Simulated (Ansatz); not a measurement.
**Calculated Ga-71 nuclear quadrupole resonance for GaS under strain**

Cell: a structure deposited in the COD, relaxed with PBE at fixed cell and then changed (z stretched by 3 %, ions relaxed).

```
CELL_PARAMETERS angstrom
3.58500 0.00000 0.00000
-1.79250 3.10470 0.00000
0.00000 0.00000 15.96500
ATOMIC_POSITIONS crystal
Ga 0.33333 0.66667 0.17303
Ga 0.66667 0.33333 0.67303
Ga 0.33333 0.66667 0.32697
Ga 0.66667 0.33333 0.82697
S 0.33333 0.66667 0.60433
S 0.66667 0.33333 0.10433
S 0.33333 0.66667 0.89567
S 0.66667 0.33333 0.39567
```

Atoms are numbered from 1 in the order listed; like atoms form one site, named after its first atom.

The numbers come from a DFT calculation in Ansatz (PBE, plane waves and PAW, scalar-relativistic, 420 eV cutoff, Γ-centred 14×14×3 k-points, Fermi–Dirac smearing 0.02 eV).

Ga-71: I = 3/2, Q = 107.0 mb (year-2017 value). Static lattice, zero field.

(1) At which frequencies do the Ga-71 NQR lines lie?

(2) And for Ga-69 (I = 3/2, Q = 171.0 mb) on Ga?

## Answers

(1) For I = 3/2 there is one line, ν = (|C_Q|/2)(1 + η²/3)^½.

```csv
site,atoms,V_zz (10²¹ V/m²),C_Q (MHz),η,line frequencies (MHz)
Ga,"1, 2, 3, 4",-7.72,-20.0,0.00,9.99
```

(2) C_Q scales with Q to -31.9 MHz, with lines at 16.0 MHz.

An axis of threefold or higher order runs through Ga, so V_zz lies along it and η is zero.

The relaxation (3 steps) took 34 s of wall time (34 s of CPU time) and 0.69 GiB at its peak, on 1 thread of Intel Xeon 6975P-C (Granite Rapids) (x86_64; 16 cores open to the job, memory cap 3.0 GiB, no GPU), a shared host with a load of 0.6 a core.
